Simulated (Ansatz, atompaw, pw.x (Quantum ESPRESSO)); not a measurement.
# Which Si potential is closest to all-electron in the bcc crystal?

All use LDA (PW92), scalar-relativistic, no spin, cutoffs from each file’s atomic test, pw.x 7.5; 15³ k-points, Fermi–Dirac smearing 0.01 Ry. Δ is the rms difference from all-electron LAPW of the E(V) curves that follow from fits to the pressures, over ±6 % in volume. Mesh and smearing are coarse and serve the comparison alone. The files are a selection: those with a ghost or negative overlap were mostly not run, and those with noisy or unconverged pressures or nearly equal Δ are left out.

All-electron: a0 = 3.045 Å (V0 = 14.12 Å³/atom), B0 = 101.1 GPa.

Problem. Rank them by Δ, smallest first.
A. PAW, atompaw 4.2.0.5, LDA (PW92); core [Ne], reference 3s2 3p2; waves: 3s (bound): rc 1.85 bohr; 3s channel at -0.1 Ry: rc 2.05 bohr; 3p (bound): rc 2.05 bohr; 3p channel at 0.9 Ry: rc 2.05 bohr; 3d channel at 0.05 Ry: rc 2.05 bohr; 3d channel at 2.5 Ry: rc 2.05 bohr; local part: bessel scheme, radius 1.65 bohr; core correction: smooth core density matched at 1.20 bohr; augmentation: gaussian compensation charge, radius 1.85 bohr; PAW radius 2.05 bohr; waves and projectors: custom polynom2 7 10 vanderbiltortho.
B. PAW, atompaw 4.2.0.5, LDA (PW92); core [Ne], reference 3s1.75 3p2.25; waves: 3s (bound): rc 2.40 bohr; 3s channel at 1.3 Ry: rc 2.40 bohr; 3p (bound): rc 2.40 bohr; 3p channel at 0.3 Ry: rc 2.40 bohr; 3d channel at 0.05 Ry: rc 2.40 bohr; 3d channel at 1.2 Ry: rc 2.40 bohr; local part: bessel scheme, radius 2.20 bohr; core correction: smooth core density matched at 2.35 bohr; augmentation: besselshape compensation charge, radius 2.15 bohr; PAW radius 2.40 bohr; waves and projectors: custom polynom2 7 10 vanderbiltortho.
C. PAW, atompaw 4.2.0.5, LDA (PW92); core [Ne], reference 3s2 3p2; waves: 3s (bound): rc 2.65 bohr; 3s channel at -0.3 Ry: rc 1.90 bohr; 3p (bound): rc 2.65 bohr; 3p channel at 4.8 Ry: rc 2.65 bohr; 3d channel at 0.3 Ry: rc 2.65 bohr; local part: bessel scheme, radius 1.90 bohr; core correction: smooth core density matched at 2.50 bohr; augmentation: sinc compensation charge, radius 2.15 bohr; PAW radius 2.65 bohr; waves and projectors: custom polynom gramschmidtortho.

Solution. A (0.8 meV/atom), B (3.0 meV/atom), C (11.0 meV/atom).
